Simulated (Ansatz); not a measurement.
NbAs:

```
CELL_PARAMETERS angstrom
-1.72585 1.72585 5.84000
1.72585 -1.72585 5.84000
1.72585 1.72585 -5.84000
ATOMIC_POSITIONS crystal
Nb 0.50000 0.00000 0.50000
Nb 0.75000 0.75000 0.00000
As 0.91600 0.41600 0.50000
As 0.16600 0.16600 0.00000
```

Base run:

| Property | Result |
| --- | --- |
| Program | Ansatz 0.2.0 |
| Functional | PBEsol |
| Potentials or basis | all-electron LAPW, scalar-relativistic |
| Cutoff | 247 eV |
| Density cutoff | 987 eV |
| Basis error allowed | 0.002 eV/atom |
| k mesh | 11 × 11 × 11 |
| Occupations | fermi-dirac, width 0.05 eV |
| Spin | no spin polarisation |
| Hubbard terms | Nb d U = 2 eV |

Its results: band gap on the k mesh none (metal or under the smearing width); pressure -1.7 GPa; largest force 0.284 eV/Å.

Question: After a change of settings the same cell gave: band gap on the k mesh none (metal or under the smearing width); pressure -0.9 GPa; largest force 0.271 eV/Å. Which change was it?
A. hubbard terms from Nb d U = 2 eV to none
B. hubbard terms from Nb d U = 2 eV to Nb d U = 4 eV
C. basis error allowed from 0.002 eV/atom to 0.001 eV/atom; hubbard terms from Nb d U = 2 eV to none
D. hubbard terms from Nb d U = 2 eV to Nb d U = 6 eV

Answer: B.

Caveats: U is the effective U less J, on atomic orbitals that reach past the spheres; U without spin polarisation on a metal has little footing; the U is typed as a test and isn't derived for this compound.

Not every run made on this cell is shown here.
